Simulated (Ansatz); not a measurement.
## Electrostatic potentials at the O nuclei in HfO₂ at a changed volume

Cell: a structure deposited in the COD, relaxed with PBE at fixed cell and then changed (volume scaled by 1.02).

Space group P2_1/c (No. 14); a = 5.1519, b = 5.2200, c = 5.3191 Å, β = 99.35°.

| site | Wyckoff | site symmetry | x | y | z |
| --- | --- | --- | --- | --- | --- |
| Hf | 4e | 1 | 0.2767 | 0.0419 | 0.2081 |
| O5 | 4e | 1 | 0.4466 | 0.7584 | 0.4803 |
| O9 | 4e | 1 | 0.0726 | 0.3393 | 0.3389 |

One atom of each set is listed.

All values are calculated (Ansatz; DFT, PBE, plane waves and PAW, scalar-relativistic, 420 eV cutoff, Γ-centred 4×4×4 k-points, Fermi–Dirac smearing 0.02 eV), not measured.

The potential at a nucleus is that of all electrons and the other nuclei. A higher potential binds the core electrons more strongly, so differences between sites of one element are the initial-state part of core-level shifts.

Task: Rank the O sites by the potential at the nucleus, lowest first, and give each against the lowest.
A. O5: 4 Hf at 2.15–2.26 Å
B. O9: 3 Hf at 2.06–2.16 Å

Result: B (0.00 V), A (0.50 V).
